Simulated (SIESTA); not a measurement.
AlNi:

```
Ni Al
1.0
     2.88100    0.00000    0.00000
     0.00000    2.88100    0.00000
     0.00000    0.00000    2.88100
Ni Al
1 1
Direct
  0.50000 0.50000 0.50000
  0.00000 0.00000 0.00000
```

* Program: SIESTA 5.4.2
* Task: single point
* Functional: PBEsol
* Potentials or basis: PseudoDojo 0.4 standard (PBEsol files)
* Basis: DZP (energy shift 0.003 Ry; two zetas on semicore shells)
* Grid cutoff: 800 Ry
* Energy shift: 0.003 Ry
* k mesh: 9 × 9 × 9
* Occupations: fermi-dirac, width 0.05 eV
* Spin: collinear spin, ferromagnetic start
* Starting moments: [1.0, 0.0] μB

On this cell: pressure -4.9 GPa; largest force zero by symmetry; net moment 0.00 μB per cell; band gap on the k mesh none (metal or under the smearing width).

The same run follows on a disturbed copy (atoms moved at random, drawn with an rms of 0.05 Å):

```
Ni Al
1.0
     2.88100    0.00000    0.00000
     0.00000    2.88100    0.00000
     0.00000    0.00000    2.88100
Ni Al
1 1
Direct
  0.49897 0.47452 0.49815
  0.00605 0.01098 0.99771
```

Problem. What changes?

Solution. The energy (extrapolated to zero smearing) moves by +17.2 meV/atom; pressure -4.0 GPa; largest force 0.645 eV/Å; net moment 0.00 μB per cell; band gap on the k mesh none (metal or under the smearing width).

Forces in eV/Å, atoms in the order of the input:
```
Ni   0.127  0.631 -0.007
Al  -0.126 -0.632  0.008
```

Stress tensor (GPa, compression positive):
```
-3.86  0.32  0.00
 0.32 -4.40 -0.01
 0.00 -0.01 -3.83
```

Caveats: short orbitals over semicore shells can move pressures by several GPa; the basis of atomic orbitals isn't converged, which shifts pressures, moduli and gaps.
